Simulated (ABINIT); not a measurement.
# Sn (Immm) in ABINIT: notebook, part 2 of 2

ABINIT 10.8.3 (patched build). The steps go on from the part before.

## (3) Relaxation of cell and atoms, PBEsol

File run.abi:

```
# Pseudopotentials
pp_dirpath "./"
pseudos "Sn.GGA_PBE-JTH.xml"

# Structure
acell 3*1.0
rprim
    -3.2626858535     3.3552975514     4.4188259657
     3.2626858535    -3.3552975514     4.4188259657
     3.2626858535     3.3552975514    -4.4188259657
ntypat 1
znucl 50
natom 1
typat 1
xcart
     0.0000000000     0.0000000000     0.0000000000
chkprim 0
chksymtnons 0
tolsym 1.0e-6

# Plane-wave basis
ecut 598.650497 eV
pawecutdg 44.0
pawxcdev 0

# k points
kptopt 1
ngkpt 11 11 11
nshiftk 1
shiftk 0.0 0.0 0.0

# Exchange and correlation
ixc -116133

# Bands and occupations
nband 11
occopt 3
tsmear 0.05 eV

# SCF cycle
nstep 100
tolvrs 1.0e-9

# Output
iomode 3
prtwf 0
prtden 0
prteig 0
prtebands 0
enunit 1

# Relaxation
ionmov 2
ntime 60
tolmxf 0.0002
optcell 2
dilatmx 1.08
ecutsm 0.5
```

Potentials or basis: JTH PAW PBE v2.0.

Command:

```bash
abinit run.abi > log 2>&1
```

run.abo:

```text
.Version 10.8.3 of ABINIT
 Symmetries : space group Im m m (# 71); Bravais oI (body-center ortho.)
================================================================================
 Values of the parameters that define the memory need of the present run
     intxc =       0    ionmov =       2      iscf =      17    lmnmax =      18
     lnmax =       6     mgfft =      30  mpssoang =       3    mqgrid =    3001
     natom =       1  nloc_mem =       2    nspden =       1   nspinor =       1
    nsppol =       1      nsym =       8    n1xccc =       1    ntypat =       1
    occopt =       3   xclevel =       2
       mpw =        1216          nfft =       27000          nkpt =         216
 PAW method is used; the additional fine FFT grid is defined by:
   mgfftf=        45    nfftf =     91125
================================================================================
================================================================================

--------------------------------------------------------------------------------
------------- Echo of variables that govern the present computation ------------
--------------------------------------------------------------------------------
 -outvars: echo values of preprocessed input variables --------
            acell      1.0000000000E+00  1.0000000000E+00  1.0000000000E+00 Bohr
              amu      1.18710000E+02
          chkprim           0
      chksymtnons           0
          dilatmx      1.08000000E+00
             ecut      2.20000000E+01 Hartree
           ecutsm      5.00000000E-01 Hartree
           enunit           1
           ionmov           2
                       outvar_i_n : Printing only first  50 k-points.
              ixc     -116133
                       outvar_i_n : Printing only first  50 k-points.
[... 1112 lines left out ...]
band_energy         : -5.11726971379205E+00
Ewald energy        : -5.01788303197055E+01
psp_core            :  2.00636446726043E+00
xc_dc               : -2.58730806804167E+01
PAW spherical_terms :  9.45005690814840E+00
internal            : -6.97127593385054E+01
'-kT*entropy'       : -1.53812811534299E-04
total_energy_dc     : -6.97129131513169E+01
total_energy_dc_eV  : -1.89698500609301E+03
...

--- !EnergyTermsWithPAWCore
iteration_state     : {dtset: 1, itime: 11, icycle: 1, }
comment             : 'Components of total free energy, including PAW core contributions'
Total energy        : -6.17461319297846E+03
Total energy DC     : -6.17461319006825E+03
Total energy (eV)   : -1.68019784513667E+05
Total energy DC (eV): -1.68019784434476E+05
...

 Cartesian components of stress tensor (hartree/bohr^3)
  sigma(1 1)= -1.10600843E-06  sigma(3 2)=  0.00000000E+00
  sigma(2 2)= -2.25065350E-08  sigma(3 1)=  0.00000000E+00
  sigma(3 3)= -6.67726265E-07  sigma(2 1)=  0.00000000E+00

-Cartesian components of stress tensor (GPa)         [Pressure=  1.7616E-02 GPa]
- sigma(1 1)= -3.25398915E-02  sigma(3 2)=  0.00000000E+00
- sigma(2 2)= -6.62165121E-04  sigma(3 1)=  0.00000000E+00
- sigma(3 3)= -1.96451850E-02  sigma(2 1)=  0.00000000E+00

== END DATASET(S) ==============================================================
================================================================================

 -outvars: echo values of variables after computation  --------
            acell      6.2925341717E+00  6.2925341717E+00  6.2925341717E+00 Bohr
           etotal     -6.9712913151E+01
            fcart     -0.0000000000E+00 -0.0000000000E+00 -0.0000000000E+00
            rprim     -5.0964000902E-01  5.0985852067E-01  6.9304498418E-01
                       5.0964000902E-01 -5.0985852067E-01  6.9304498418E-01
                       5.0964000902E-01  5.0985852067E-01 -6.9304498418E-01
           strten     -1.1060084318E-06 -2.2506534992E-08 -6.6772626504E-07
                       0.0000000000E+00  0.0000000000E+00  0.0000000000E+00
 Calculation completed.
```

Wall time 9.1 min (1 thread of Arm Neoverse V2, shared host); peak memory 0.21 GiB.

What came out:

| Quantity | Value |
| --- | --- |
| Free energy | -1896.9850 eV |
| Relaxed volume | 26.60 Å³/atom |
| Relaxed cell | a = 3.330 Å, b = 3.330 Å, c = 3.330 Å, α = 118.72°, β = 118.69°, γ = 92.26° |
| Space group after relaxing (to 0.05 Å) | I4/mmm (No. 139) |
| Energy gained by relaxing | 27.5 meV/atom |
| Ionic steps | 11 |
| Pressure after relaxing | 0.0 GPa |
| Band gap on the k mesh | none (metal or under the smearing width) |
| Valence electrons inside the program's atomic spheres | Sn 11.86 (radii [1.3287] Å) |

Step by step:
| step | energy change (eV) | largest force (eV/Å) | pressure (GPa) | volume (Å³) |
| --- | --- | --- | --- | --- |
| 1 | 0.0000 | 0.0000 | -3.55 | 28.67 |
| 2 | -0.0067 | 0.0000 | -3.12 | 28.36 |
| 3 | -0.0260 | 0.0000 | 0.64 | 26.31 |
| 4 | -0.0266 | 0.0000 | 0.05 | 26.58 |
| 5 | -0.0267 | 0.0000 | 0.04 | 26.58 |
| 6 | -0.0274 | 0.0000 | -0.02 | 26.61 |
| 7 | -0.0274 | 0.0000 | 0.00 | 26.60 |
| 8 | -0.0274 | 0.0000 | 0.04 | 26.58 |
| 9 | -0.0274 | 0.0000 | 0.06 | 26.57 |
| 10 | -0.0274 | 0.0000 | 0.05 | 26.58 |
| 11 | -0.0275 | 0.0000 | 0.02 | 26.60 |

Final structure:
```
Sn
1.0
    -1.69703    1.69776    2.30775
     1.69703   -1.69776    2.30775
     1.69703    1.69776   -2.30775
Sn
1
Direct
  0.00000 0.00000 0.00000
```

Levels at points of the mesh, in eV from the Fermi level:
```tsv
k point	band 4	band 5	band 6	band 7	band 8	band 9	band 10	band 11
(0.00, 0.00, 0.00)	-21.36	-21.33	-11.29	7.84	7.91	7.92	10.76	11.94
```

Caveat: the PAW data sets were made with another functional, which shifts forces and pressure a little.
